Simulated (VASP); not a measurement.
Wanted: the native input for a VASP 6.6.1 run.

```
Task                   : work function
Functional             : PBE
Potentials or basis    : VASP PAW PBE potentials, release 64 (K_sv)
Cutoff                 : 520 eV
k mesh                 : 7 × 7 × 1
Occupations            : fermi-dirac, width 0.05 eV
Spin                   : no spin polarisation
Dipole correction      : yes
Further INCAR settings : ALGO = Normal; EDIFF = 1e-07; EFIELD = 0.3
```

The structure of K lies in POSCAR:

```
K
1.0
    4.7623960204      0.0000000000      0.0000000000
   -2.3811980102      4.1243559365      0.0000000000
    0.0000000000      0.0000000000     30.6599426400
K
5
Direct
    0.6666666700      0.3333333400      0.2446188529
    0.3333333300      0.6666666600      0.3723094265
    0.6666666700      0.3333333400      0.5000000000
    0.3333333300      0.6666666600      0.6276905735
    0.6666666700      0.3333333400      0.7553811471
```

The slab is cut from a database's or a generator's crystal, which needn't be the stable form of the element.

These files were run (other wordings do the same):

INCAR

```
SYSTEM = K
PREC = Accurate ; ENCUT = 520
EDIFF = 1E-7 ; ISMEAR = -1
SIGMA = 0.05 ; LREAL = .False.
LASPH = .True. ; NELM = 60
ALGO = Normal ; ISIF = 2
LWAVE = .False. ; LCHARG = .False.
LDIPOL = .True. ; IDIPOL = 3
DIPOL = 0.5 0.5 0.500 ; GGA = PE
EFIELD = 0.3 ; LVHAR = .True.
LVACPOTAV = .True.
```

KPOINTS

```
regular mesh
0
Gamma
  7 7 1
  0 0 0
```

Potentials or basis: VASP PAW PBE potentials, release 64 (K_sv).

The run is started by

```bash
$ cat potpaw_PBE.64/K_sv/POTCAR > POTCAR
$ mpirun -np 1 vasp_std > vasp.out
```

Results of the run:

```
Largest force          : 0.022 eV/Å
Band gap on the k mesh : none (metal or under the smearing width)
```

Run time: 4.1 min on 1 thread of Intel(R) Xeon(R) Platinum 8488C (Sapphire Rapids), with other jobs on the host, peak memory 0.67 GiB.
